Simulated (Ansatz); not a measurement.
A plane-wave DFT run in Ansatz 0.2.0 (scalar-relativistic PAW potentials unless the input names others): input and command.

```yaml
crystal:
  lattice:
    - [0.0, 2.6079516476, 2.6079516476]
    - [2.6079516476, 0.0, 2.6079516476]
    - [2.6079516476, 2.6079516476, 0.0]
  atoms:
    - { symbol: Zn, position: [0.25, 0.25, 0.25] }
    - { symbol: S, position: [0.0, 0.0, 0.0] }
basis:
  ecutwfc: 420
kpoints:
  mp_grid: { grid: [10, 10, 10] }
hamiltonian:
  xc: pbe
scf:
  occupations: { method: tetrahedron }
output:
  forces: true
  eigenvalues: true
  stress: true
```

```bash
ansatz run input.yaml --threads 1 --pin off --max-ram 2560MiB --backend cpu --events-out ev --progress --plain --runs-dir out
```

Abridged log:
```
Warning: output.forces, output.stress, relax.cell or npt_langevin: where a Kohn–Sham band that disperses or a degenerate level is filled in part under the method tetrahedron, the forces or the stress that this run publishes need not agree with its energy (scf.occupations.method in the input reference, under Limitations); prefer a smearing scheme for the forces or the stress
Basis set: ecut = 420 eV, 701 PW (Γ), exchange–correlation on 50×50×50 points (8 copies of the dense FFT grid, shifted against one another)
Bands: 13, of which v1, the nominal top of the filled ones, is band 9 counted from 1 (8 counted from 0)
Symmetry: 24 space group operations
k-points: 47 of 1000 (time reversal used)
SCF iter   1: F=—  HF=-4222.574990 eV  |F-HF|=—  |Δ(HF+E_count)|=         —  Δρ=5.56e-4  dr2=7.67e-5  ethr=1.77e-3  ⟨swp⟩=6.3  Hψ=3905  notcnv=0
SCF iter   2: F=—  HF=-4222.574793 eV  |F-HF|=—  |Δ(HF+E_count)|=   1.97e-4  Δρ=5.73e-4  dr2=5.74e-5  ethr=4.26e-7  ⟨swp⟩=3.0  Hψ=1823  notcnv=0
SCF iter   3: F=—  HF=-4222.574849 eV  |F-HF|=—  |Δ(HF+E_count)|=   5.60e-5  Δρ=2.75e-4  dr2=1.65e-5  ethr=3.19e-7  ⟨swp⟩=2.1  Hψ=1178  notcnv=0
SCF iter   4: F=—  HF=-4222.574847 eV  |F-HF|=—  |Δ(HF+E_count)|=   2.07e-6  Δρ=5.78e-5  dr2=1.53e-6  ethr=9.18e-8  ⟨swp⟩=2.0  Hψ=1175  notcnv=0
SCF iter   5: F=—  HF=-4222.574846 eV  |F-HF|=—  |Δ(HF+E_count)|=   5.58e-7  Δρ=2.57e-5  dr2=2.37e-7  ethr=8.49e-9  ⟨swp⟩=2.5  Hψ=1250  notcnv=0
SCF iter   6: F=-4222.574847 eV  HF=-4222.574846 eV  |F-HF|=4.79e-8  |Δ(HF+E_count)|=   4.48e-7  Δρ=6.02e-6  dr2=7.00e-9  ethr=5.56e-10  ⟨swp⟩=4.0  Hψ=2068  notcnv=0
SCF 1 converged in 6 iterations: F = -4222.574847 eV  dr2 = 7.00e-9
SCF converged after 6 iterations
Stability not checked: this state was not tested for a lower state beside it, because cold or Methfessel-Paxton smearing, or corrected tetrahedra, fill the levels in a way that the test cannot read (fill_not_monotonic; see scf.lower_state_search)
Free energy (F): -4222.574847 eV
Harris-Foulkes:  -4222.574846 eV  (|F-HF|=4.79e-8)
Internal energy: -4222.574847 eV  (E = F + TS)
E sigma→0 (E₀):  -4222.574847 eV
Fermi energy:    7.257745 eV
--- Forces (eV/Å), atoms counted from 1 ---
  atom   1  Zn     0.00000000     0.00000000     0.00000000
  atom   2  S      0.00000000     0.00000000     0.00000000
--- Stress (GPa, compression-positive) ---
       11.838260       0.000000       0.000000
        0.000000      11.838260       0.000000
        0.000000       0.000000      11.838260
  P = ⅓ Tr σ = 11.8383 GPa (118.383 kbar)
```

Apart from outputs and empty bands, the input differs from a reference run on usual settings in scf.occupations.width: 0.02 → not typed; scf.occupations.method: "gaussian" → "tetrahedron". The reference, at the same geometry (not necessarily relaxed), gave pressure 11.84 GPa, largest force 0.000 eV/Å, gap on the mesh 2.58 eV. This run converged in 6 SCF iterations (reference: 6) with an energy at zero smearing within 0.01 meV/atom of the reference's, pressure 11.84 GPa, largest force 0.000 eV/Å, gap on the mesh 2.58 eV.

The run took 2.6 s on 1 thread of Arm Neoverse V1, with other jobs on the host, peak memory 0.29 GiB.